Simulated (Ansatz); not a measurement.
# Cr: enthalpy against pressure

Cr, Im-3m, a = 2.814 Å. Ansatz: PBEsol, PAW, 420 eV, Γ-centred 20×20×20 mesh on 1 atom, Gaussian smearing 0.10 eV; no spin polarisation. The cell is relaxed at each pressure, and no other structure is tried, so the rows at high pressure may lie past a change of phase. y is the enthalpy over the state at zero pressure; there V0 = 11.143 Å³/atom. The pressures are the targets, met within 0.04 GPa.

| P (GPa) | y (eV/atom) |
| --- | --- |
| -1.0 | -0.0697 |
| 0.0 | 0.0000 |
| 1.0 | 0.0694 |
| 4.0 | 0.2762 |
| 12.0 | 0.8180 |
| 25.0 | 1.6715 |
| 50.0 | ? |
| 90.0 | 5.5817 |

Problem. Fit y = c1 P + c2 P² + c3 P³ to the other rows, say what c1 and c2 mean, and predict the missing value.

Solution. Least squares on the rows shown. y = 0.069484 P − 0.00011348 P² + 3.3923×10⁻⁷ P³. Since dH/dP = V, c1 is V0: 0.069484 eV/GPa × 160.2 = 11.131 Å³ against 11.143; c2 = −V0/(2B0) gives B0 = 306 GPa, where a Birch–Murnaghan fit to the volumes of the same runs (not shown) gives 284 GPa: a cubic over this range folds the higher terms into c2. At P = 50.0 the fit asked for gives 3.2329 eV/atom. The run gave 3.2401 eV/atom, so the fit is 0.0072 eV/atom too low, 0.13 % of the span of the series, against an rms of 0.00006 eV/atom on the fitted rows. With a term in P⁴ added, a fit to the same known rows predicts 3.2372 eV/atom, which recovers part of the miss; the known rows don't hold the rest. Also, this row ran on the mesh 22×22×22, its neighbour on 20×20×20, which can shift it a little.

The mesh isn't the same in all rows (20×20×20, 22×22×22).